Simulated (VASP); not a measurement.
# Cl in VASP: a series of runs

Runs on Cl. Level: LDA. Tasks: single point.

All numbers are computed with VASP 6.6.1; they aren't measurements. Logs are shortened: lines on timing, memory, paths and dates and some standing lists are left out, and cuts for length are marked.

### 1 Starting point

The cell holds a amorphous, 16 atoms: a = 7.830 Å, b = 7.830 Å, c = 7.830 Å, α = 90.00°, β = 90.00°, γ = 90.00°.

The cell was built by a generator and needn't be a form met in nature.

### 2 Single point, LDA

The input, INCAR:

```
SYSTEM = Cl
ALGO = Fast
EDIFF = 1E-7
ENCUT = 520
GGA = CA
ISIF = 2
ISMEAR = -1
LASPH = .TRUE.
LCHARG = .TRUE.
LELF = .TRUE.
LREAL = Auto
LVHAR = .TRUE.
LWAVE = .FALSE.
NBANDS = 70
NELM = 100
PREC = Accurate
SIGMA = 0.02
```

The input, KPOINTS:

```
k-points
0
G
  1 1 1
  0 0 0
```

The input, POSCAR:

```
Cl
1.0
    7.8297350000      0.0000000000      0.0000000000
    0.0000000000      7.8297350000      0.0000000000
    0.0000000000      0.0000000000      7.8297350000
Cl
16
Direct
    0.1835923190      0.6593731972      0.7125176658
    0.0021844924      0.4801973346      0.6724244960
    0.3033056415      0.0675916658      0.5478816794
    0.3059941001      0.0970402269      0.2770314637
    0.5837259826      0.1389641358      0.9482301730
    0.3250959896      0.1197054609      0.9454767187
    0.8164990370      0.7055126196      0.0982825882
    0.5460638798      0.6987387338      0.0956448568
    0.6484080668      0.6484026237      0.5519823551
    0.6580308862      0.3761596724      0.5555575491
    0.1853769493      0.6820843742      0.1002387310
    0.1977518898      0.6814576843      0.3719137533
    0.6636367115      1.0245245347      0.5427829097
    0.9350112398      1.0311170435      0.5542907854
    0.8940013344      0.2990261122      0.2468644068
    0.9627511802      0.2942202804     -0.0009588318
```

Potentials or basis: VASP PAW LDA potentials, release 64 (Cl).

Started as:

```console
$ cat potpaw_LDA.64/Cl/POTCAR > POTCAR
$ mpirun -np 1 vasp_gam > vasp.out
```

OUTCAR:

```text
SYSTEM = Cl
   EDIFF = 1E-7
   ENCUT = 520
   GGA = CA
   ISIF = 2
   ISMEAR = -1
   LASPH = .TRUE.
   LREAL = Auto
   NELM = 100
   PREC = Accurate

 ion  position               nearest neighbor table
   1  0.184  0.659  0.713-   2 2.02
   2  0.002  0.480  0.672-   1 2.02
   3  0.303  0.068  0.548-   4 2.13
   4  0.306  0.097  0.277-   3 2.13   6 2.61
   5  0.584  0.139  0.948-   6 2.03
   6  0.325  0.120  0.945-   5 2.03   4 2.61
   7  0.816  0.706  0.098-   8 2.12
   8  0.546  0.699  0.096-   7 2.12
   9  0.648  0.648  0.552-  10 2.13
  10  0.658  0.376  0.556-   9 2.13
  11  0.185  0.682  0.100-  12 2.13
  12  0.198  0.681  0.372-  11 2.13
  13  0.664  0.025  0.543-  14 2.13
  14  0.935  0.031  0.554-  13 2.13
  15  0.894  0.299  0.247-  16 2.01
  16  0.963  0.294  0.999-  15 2.01

  LATTYP: Found a simple cubic cell.
 ALAT       =     7.8297350000

  Lattice vectors:

 A1 = (   7.8297350000,   0.0000000000,   0.0000000000)
 A2 = (   0.0000000000,   7.8297350000,   0.0000000000)
 A3 = (   0.0000000000,   0.0000000000,   7.8297350000)

Analysis of symmetry for initial positions (statically):
=====================================================================
 Subroutine PRICEL returns:
 Original cell was already a primitive cell.

 Routine SETGRP: Setting up the symmetry group for a
 simple cubic supercell.

 Subroutine GETGRP returns: Found  1 space group operations
 (whereof  1 operations were pure point group operations)
 out of a pool of 48 trial point group operations.

The static configuration has the point symmetry C_1 .

Analysis of symmetry for dynamics (positions and initial velocities):
=====================================================================
 Subroutine PRICEL returns:
 Original cell was already a primitive cell.

 Routine SETGRP: Setting up the symmetry group for a
 simple cubic supercell.

 Subroutine GETGRP returns: Found  1 space group operations
 (whereof  1 operations were pure point group operations)
 out of a pool of 48 trial point group operations.

The dynamic configuration has the point symmetry C_1 .

 Subroutine INISYM returns: Found  1 space group operations
 (whereof  1 operations are pure point group operations),
 and found     1 'primitive' translations

----------------------------------------------------------------------------------------

                                     Primitive cell

  volume of cell :     479.9999

  direct lattice vectors                    reciprocal lattice vectors
     7.829735000  0.000000000  0.000000000     0.127718243  0.000000000  0.000000000
     0.000000000  7.829735000  0.000000000     0.000000000  0.127718243  0.000000000
     0.000000000  0.000000000  7.829735000     0.000000000  0.000000000  0.127718243

  length of vectors
     7.829735000  7.829735000  7.829735000     0.127718243  0.127718243  0.127718243

  position of ions in fractional coordinates (direct lattice)
     0.183592319  0.659373197  0.712517666
     0.002184492  0.480197335  0.672424496
     0.303305642  0.067591666  0.547881679
     0.305994100  0.097040227  0.277031464
     0.583725983  0.138964136  0.948230173
     0.325095990  0.119705461  0.945476719
[... 8 lines left out ...]
     0.894001334  0.299026112  0.246864407
     0.962751180  0.294220280  0.999041168

  ion indices of the primitive-cell ions
   primitive index   ion index
                 1           1
                 2           2
                 3           3
                 4           4
                 5           5
                 6           6
[... 8 lines left out ...]
                15          15
                16          16

----------------------------------------------------------------------------------------

 KPOINTS: k-points

Automatic generation of k-mesh.
 Grid dimensions read from file:
 generate k-points for:    1    1    1

 Generating k-lattice:

  Cartesian coordinates                     Fractional coordinates (reciprocal lattice)
     0.127718243  0.000000000  0.000000000     1.000000000  0.000000000  0.000000000
     0.000000000  0.127718243  0.000000000     0.000000000  1.000000000  0.000000000
     0.000000000  0.000000000  0.127718243     0.000000000  0.000000000  1.000000000

  Length of vectors
     0.127718243  0.127718243  0.127718243

  Shift w.r.t. Gamma in fractional coordinates (k-lattice)
     0.000000000  0.000000000  0.000000000

 Subroutine IBZKPT returns following result:
 ===========================================

 Found      1 irreducible k-points:

 Following reciprocal coordinates:
            Coordinates               Weight
  0.000000  0.000000  0.000000      1.000000
   k-points           NKPTS =      1   k-points in BZ     NKDIM =      1   number of bands    NBANDS=     70
   number of dos      NEDOS =    301   number of ions     NIONS =     16
   total plane-waves  NPLWV = 216000
   dimension x,y,z NGX =    60 NGY =   60 NGZ =   60
   dimension x,y,z NGXF=   120 NGYF=  120 NGZF=  120
   ions per type =              16
   NGX,Y,Z   is equivalent  to a cutoff of  12.74, 12.74, 12.74 a.u.
   NGXF,Y,Z  is equivalent  to a cutoff of  25.48, 25.48, 25.48 a.u.
 SYSTEM =  Cl
   PREC   = accura    normal or accurate (medium, high low for compatibility)
   ISTART =      0    job   : 0-new  1-cont  2-samecut
   ICHARG =      2    charge: 1-file 2-atom 10-const
   ISPIN  =      1    spin polarized calculation?
   LNONCOLLINEAR =      F non collinear calculations
   LSORBIT =      F    spin-orbit coupling
   LASPH  =      T    aspherical Exc in radial PAW
   ENCUT  =  520.0 eV  38.22 Ry    6.18 a.u.  14.56 14.56 14.56*2*pi/ulx,y,z
   NELM   =    100;   NELMIN=  2; NELMDL= -5     # of ELM steps
   EDIFF  = 0.1E-06   stopping-criterion for ELM
   LREAL  =      T    real-space projection
   EDIFFG = 0.1E-05   stopping-criterion for IOM
   NSW    =      0    number of steps for IOM
   IBRION =     -1    ionic relax: 0-MD 1-quasi-New 2-CG
   NFREE  =      0    steps in history (QN), initial steepest desc. (CG)
   ISIF   =      2    stress and relaxation
   ISYM   =      2    0-nonsym 1-usesym 2-fastsym
   POTIM  = 0.5000    time-step for ionic-motion
   TEBEG  =    0.0;   TEEND  =   0.0 temperature during run
   PSTRESS=    0.0 pullay stress
   NELECT =     112.0000    total number of electrons
   NUPDOWN=      -1.0000    fix difference up-down
   EMIN   =  10.00;   EMAX   =-10.00  energy-range for DOS
   EFERMI =   0.00;   METHOD = LEGACY
   ISMEAR =    -1;   SIGMA  =   0.02  broadening in eV -4-tet -1-fermi 0-gaus
   EFERMI_NEDOS =   21; number of points for ismear=-14 and -15
   IALGO  =     68    algorithm
   IMIX   =      4    mixing-type and parameters
     AMIX     =   0.40;   BMIX     =  1.00
     AMIX_MAG =   1.60;   BMIX_MAG =  1.00
  volume/ion in A,a.u.               =      30.00       202.45
  Fermi-wavevector in a.u.,A,eV,Ry     =   1.007861  1.904580 13.820565  1.015783
  Thomas-Fermi vector in A             =   2.140692
   LORBIT       =      0    0 simple, 1 ext, 2 COOP (PROOUT), +10 PAW based schemes
   GGA     = CA    functional components
   LHFCALC =     F    Hartree Fock is set to
   AEXX    =    0.0000 exact exchange contribution
   IVDW    =     0    specifies the selected vdW correction
   LEPSILON=     F    determine dielectric tensor
   LRPA    =     F    only Hartree local field effects (RPA)
 non-spin polarized calculation
 RMM-DIIS sequential band-by-band and
  energy-cutoff  :      520.00
  volume of cell :      480.00
 maximum number of plane-waves:      6483
 NGX is ok and might be reduce to    60
   NGX = 29   NGY = 29   NGZ = 29

 number of electron     112.0000001 magnetization

 Free energy of the ion-electron system (eV)
  ---------------------------------------------------
  ext. energy  EPLUGINS =         0.00000000
  ---------------------------------------------------
  free energy    TOTEN  =       -37.65207007 eV

  energy without entropy =      -37.65207007  energy(sigma->0) =      -37.65207007

 E-fermi :  -0.1062     XC(G=0):  -8.0205

 val. band max:       -0.6017996482   @ k =   0.0000   0.0000   0.0000
 cond. band min:       0.9727277126   @ k =   0.0000   0.0000   0.0000
 fundamental gap:      1.5745273608
 Fermi energy:        -0.1062033901

 k-point     1 :       0.0000    0.0000    0.0000
  band No.  band energies     occupation
      1     -18.1059      2.00000
      2     -17.9875      2.00000
      3     -17.3164      2.00000
      4     -17.1704      2.00000
      5     -16.8146      2.00000
      6     -16.6843      2.00000
[... 60 lines left out ...]
     67       6.7149      0.00000
     68       6.9229      0.00000
 [bands above 68 left out]

------------------------ aborting loop because EDIFF is reached ----------------------------------------

  FORCE on cell =-STRESS in cart. coord.  units (eV):
  Direction    XX          YY          ZZ          XY          YZ          ZX
  --------------------------------------------------------------------------------------
  -------------------------------------------------------------------------------------
  Total      -15.6521207     -8.4952843    -11.2909354     -0.6323279     -1.2065638     -0.5104649
  in kB      -52.2447411    -28.3561529    -37.6876722     -2.1106281     -4.0273529     -1.7038655
  external PRESSURE =     -39.4295221 kB  Pullay stress =       0.0000000 kB

 VOLUME and BASIS-vectors are now :
 -----------------------------------------------------------------------------
  energy-cutoff  :      520.00
  volume of cell :      480.00
      direct lattice vectors                 reciprocal lattice vectors
     7.829735000  0.000000000  0.000000000     0.127718243  0.000000000  0.000000000
     0.000000000  7.829735000  0.000000000     0.000000000  0.127718243  0.000000000
     0.000000000  0.000000000  7.829735000     0.000000000  0.000000000  0.127718243

 POSITION                                       TOTAL-FORCE (eV/Angst)
 -----------------------------------------------------------------------------------
      1.43748      5.16272      5.57882        -0.122802     -0.165080     -0.043565
      0.01710      3.75982      5.26491         0.065410      0.106817     -0.031305
      2.37480      0.52922      4.28977         0.037070      0.022524      0.093518
      2.39585      0.75980      2.16908        -0.080855     -0.062799     -0.087234
      4.57042      1.08805      7.42439        -0.130096      0.167566     -0.060813
      2.54542      0.93726      7.40283         0.264269     -0.091607      0.130824
[... 8 lines left out ...]
      6.99979      2.34130      1.93288         0.086708      0.048813     -0.182461
      7.53809      2.30367      7.82223        -0.223622     -0.293078      0.201847
 -----------------------------------------------------------------------------------
    total drift:                                0.000259      0.000100     -0.003140

  FREE ENERGIE OF THE ION-ELECTRON SYSTEM (eV)
  ---------------------------------------------------
  free  energy   TOTEN  =       -37.6520700726 eV

  energy  without entropy=      -37.6520700726  energy(sigma->0) =      -37.65207007
```

Wall time 46 s (1 thread of Intel Xeon Platinum 8488C (Sapphire Rapids), shared host); peak memory 0.32 GiB.

What came out:

* Free energy: -37.6521 eV
* Pressure: -3.9 GPa
* Largest force: 0.420 eV/Å
* Band gap on the k mesh: 1.57 eV, direct

Forces on the atoms (eV/Å):
```
Cl  -0.123 -0.165 -0.044
Cl   0.065  0.107 -0.031
Cl   0.037  0.023  0.094
Cl  -0.081 -0.063 -0.087
Cl  -0.130  0.168 -0.061
Cl   0.264 -0.092  0.131
Cl  -0.158 -0.054 -0.065
Cl   0.142 -0.027 -0.050
Cl   0.032 -0.069 -0.040
Cl   0.013  0.268 -0.033
Cl  -0.025  0.052  0.074
Cl  -0.055  0.001 -0.206
Cl  -0.021  0.026  0.229
Cl   0.178  0.069  0.070
Cl   0.087  0.049 -0.182
Cl  -0.224 -0.293  0.202
```

Levels at points of the mesh, in eV from the valence-band top:
```
           k point  band 52  band 53  band 54  band 55  band 56  band 57  band 58  band 59  band 60  band 61
(0.00, 0.00, 0.00)    -0.59    -0.47    -0.37    -0.10     0.00     1.57     1.65     2.01     2.08     2.28
```

LDA gaps usually lie below the measured ones, often by a third to a half.

(Continued in part 2 of 2.)
